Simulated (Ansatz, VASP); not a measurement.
## Pt: VASP beside Ansatz

```
Pt
1.0
     0.00000    1.97389    1.97389
     1.97389    0.00000    1.97389
     1.97389    1.97389    0.00000
Pt
1
Direct
  0.00000 0.00000 0.00000
```

Change from the starting cell: volume scaled by 1.02.

Alike in both runs: task single point; functional LDA; k mesh 12 × 12 × 12; occupations fermi-dirac, width 0.05 eV; no spin polarisation.

|  | VASP | Ansatz |
| --- | --- | --- |
| version | VASP 6.6.1 | Ansatz 0.2.0 |
| potentials or method | VASP PAW LDA potentials, release 64 (Pt), cutoff 520 eV | all-electron LAPW, scalar-relativistic |

|  | VASP | Ansatz | Ansatz less VASP |
| --- | --- | --- | --- |
| gap on the k mesh at the Fermi level (eV) | none | none | - |
| pressure (GPa) | -10.5 | -11.2 | -0.63 |

A gap of «none» marks a metal or a gap that the smearing closes. Ansatz ran all-electron here, so the differences hold the error of VASP's frozen core and of both bases.

The runs have no spin-orbit coupling, so splittings on Pt are missing.
